The equilibrium volume is the volume per atom at which the energy of a crystal is lowest. It was found here for body-centred cubic tungsten by computing the energy at seven volumes around a given cell and fitting a smooth curve. The bulk modulus $B$, the resistance to uniform compression, comes from the curvature of that curve at its minimum. The bulk modulus slope $B'$ is the rise of $B$ per unit of applied pressure.

GPAW 26.7.0, plane-wave PAW DFT with D3 dispersion, for body-centred cubic W: 600 eV cutoff, 12 × 12 × 12 k mesh for the one-atom cell, Fermi-Dirac smearing of 0.05 eV, no spin polarisation or spin-orbit coupling. Each row is fitted to energies at seven volumes, from 0.94 to 1.06 times that of the given cell (15.85 Å³/atom).

```csv
functional,potentials,equilibrium volume (Å³/atom),equilibrium volume change (% of the given cell),bulk modulus (GPa),bulk modulus slope
PBE,GPAW-PAW-data-sets-(gpaw-data-1.2.1),15.744,-0.650,318.9,3.780
PBEsol,PAW-data-sets-made-by gpaw-setup-for-the-functional,15.355,-3.110,332.6,3.830
revPBE,GPAW-PAW-data-sets-(gpaw-data-1.2.1),15.558,-1.830,328.0,3.880
RPBE,GPAW-PAW-data-sets-(gpaw-data-1.2.1),15.784,-0.400,311.3,3.880
BP86,PAW-data-sets-made-by gpaw-setup-for-the-functional,15.323,-3.310,338.9,3.960
```

## What happens

All five functionals are of the same kind: they use the electron density and its gradient. All carry a D3 term, an added attraction between pairs of atoms that stands for dispersion forces. Yet BP86 gives a volume about 3% below that of RPBE. The bulk modulus runs the opposite way, so the smallest crystal is also the stiffest.

The natural reading is that each functional has its own preferred bond length and the column ranks these preferences. A second reading gives the credit to D3: the stronger the attraction, the smaller the crystal. A third says that both act and that their effects add.

## Separating the two effects

The three readings can be told apart because D3 is a simple addition to the energy. At a fixed volume it doesn't alter the electron density, so subtracting it leaves exactly the energy of the functional alone. This was done at four volumes, from 0.98 to 1.04 times the given one. The minimum of a cubic curve through the four points is the volume without D3.

BP86 and PBE settle the first reading. Without D3 their volumes agree to within 0.01 Å³ per atom. With D3, BP86 lies 0.42 Å³ below PBE. The smallest volume in the table is therefore no preference of the BP86 functional; it appears only when D3 is added.

PBEsol and PBE settle the second reading. PBEsol has the weakest D3 attraction of the five and still the second smallest volume. It lies 0.45 Å³ below PBE without D3 and 0.39 Å³ below with it. D3 doesn't cause this gap. It belongs to the functional, apart from a possible share of the atomic data sets discussed at the end.

revPBE shows both effects at work in one row. Without D3 its volume is 0.16 Å³ above that of PBE, and with D3 it is 0.19 Å³ below. RPBE starts higher still but is pulled in less strongly than revPBE, so it keeps the largest volume. Only the third reading fits all five rows.

## Why the functionals differ

Theory explains why, without D3, PBEsol gives a smaller volume than PBE, while revPBE and RPBE give larger ones. Gradient corrections to the exchange energy lower the energy of uneven electron densities, and a stretched crystal has a more uneven density than a compressed one. A stronger gradient dependence in the exchange energy thus favours a larger volume. It is weaker in PBEsol than in PBE, and stronger in revPBE and RPBE, which matches the computed volumes. BP86 combines a different exchange form with a different correlation form, and its exchange depends on the gradient more strongly than that of PBE. The exchange argument alone would therefore expect a larger volume, and it doesn't explain why BP86 lands so close to PBE.

The strength of D3 is expected to depend on how each functional treats molecules. The D3 parameters are adjusted separately for each functional, mainly so that functional and D3 together describe weakly bound molecules well. A functional that binds such molecules too weakly on its own needs a stronger D3 term. A stronger gradient dependence tends to weaken this binding, so the two effects are linked: revPBE and RPBE have larger volumes than PBE without D3, and also a stronger D3 pull. The link is loose: of these two, RPBE has the larger volume without D3 but the weaker pull. This is plausible, because RPBE exchange is the stronger at moderate gradients, which matter most in a dense metal, and revPBE exchange at large gradients, which matter between molecules. The exchange form of BP86 is likewise known to bind such molecules too weakly, which fits its strong D3 term. In tungsten the nearest atoms are only 2.74 Å apart, where the result depends heavily on how the attraction is damped at short range. The table doesn't state which damping form was used. Parameters that serve the same purpose between molecules can pull very differently on a dense metal.

## How large the contraction is

What shrinks the crystal is the change of the D3 energy with volume. A constant energy, however large, would leave the minimum where it was. Because the D3 energy falls as the atoms approach, it acts like an inward pressure $P$, and the metal yields until its own resistance balances it. For a small change the contraction is

$$\Delta V \approx \frac{V\,P}{B},$$

where $V$ is the equilibrium volume.

BP86 serves as the worked case. Between 0.98 and 1.02 times the given volume, a step of 0.634 Å³, its D3 energy rises by 0.064 eV per atom. The slope is $0.064/0.634 \approx 0.101$ eV/Å³. Since 1 eV/Å³ is about 160 GPa, this is an inward pressure of about 16 GPa.

With the volume and bulk modulus from the table, the contraction is

$$\Delta V \approx \frac{15.3 \times 16}{339} \approx 0.7\ \text{Å}^3 .$$

The subtraction described above gives 0.81 Å³. The formula has no adjusted constant, and it falls short of the directly obtained contraction in every row, by between 1% and 10%; BP86 is the worst case. It uses one pressure and one stiffness, although both change as the crystal shrinks. The stiffness from the table is that of the already compressed crystal; with the volume and bulk modulus without D3 instead, the BP86 estimate becomes 0.88 Å³, which is too large.

## Why the smaller crystal is stiffer

It is tempting to picture D3 as extra springs between the atoms, which would stiffen the crystal directly. The computed energies show the reverse. Plotted against volume, the D3 energy curves downwards, because its slope flattens as the atoms move apart. Taken by itself, without any change of volume, this lowers the bulk modulus by 12 to 25 GPa.

The stiffening comes from the compression that D3 causes. Pushing the atoms together makes the repulsion between them rise more steeply, and this gain outweighs the direct loss in every row. The two contributions can be added:

$$B_{\text{with}} \approx B_{\text{without}} + B'P + V\,\frac{d^2E_{\mathrm{D3}}}{dV^2}.$$

Here $E_{\mathrm{D3}}$ is the D3 energy per atom, and the last term is the negative one. $B'$ is taken from the table, while $P$ and the curvature are taken at the given cell.

For BP86 the sum is $296 + 64 - 22 = 338$ GPa, against 339 GPa in the table. The other rows agree to about 1 GPa as well. All these terms come from the same energy curves, so the agreement supports the way the effect is divided up. It is no test of whether D3 describes real tungsten correctly.

PBEsol again stands apart. Its bulk modulus without D3 is already 318 GPa, while the other four lie between 294 and 302 GPa. Its high stiffness thus comes largely from the functional, whereas that of BP86 comes from the squeeze.

## What to do about it

Treat the functional and its dispersion term as one method, and name both whenever a volume is reported. If two such methods disagree, compare their energy curves with the dispersion energy removed before blaming either functional. The formula for $\Delta V$, applied to each method, then tells how much of the gap the dispersion pressures explain. For a similar metal, look for the largest contraction where this pressure is high and the bulk modulus low.

Don't choose a method because its volume happens to land near the given cell. RPBE lies 3.2% above the given cell without D3 and 0.4% below with it, so a large expansion is offset by a large contraction. PBEsol starts 1.0% below the given cell, and D3 takes it to 3.1% below. The same kind of correction improves one match and spoils the other.

There is also a physical reason for caution. D3 adds up attractions between pairs of atoms, while the mobile electrons of a metal screen such forces. The pull is therefore probably too strong in tungsten. The table holds no measured volume and no method with screened dispersion, so it can't show by how much.

One doubt concerns the atomic data sets, which describe the inner part of each atom. PBEsol and BP86, the two smallest volumes, use sets generated for the functional, and the other three use library sets. No functional was run with both kinds, so the share of the sets in the volumes without D3 is unknown, and the close match of BP86 and PBE may partly be chance. The D3 energies and pressures don't depend on the sets. Nor should much be read into the gap of 0.03 Å³ between BP86 and PBEsol. It is what remains of two larger effects that nearly cancel: BP86 starts 0.45 Å³ higher without D3 and is then pulled in by 0.48 Å³ more.
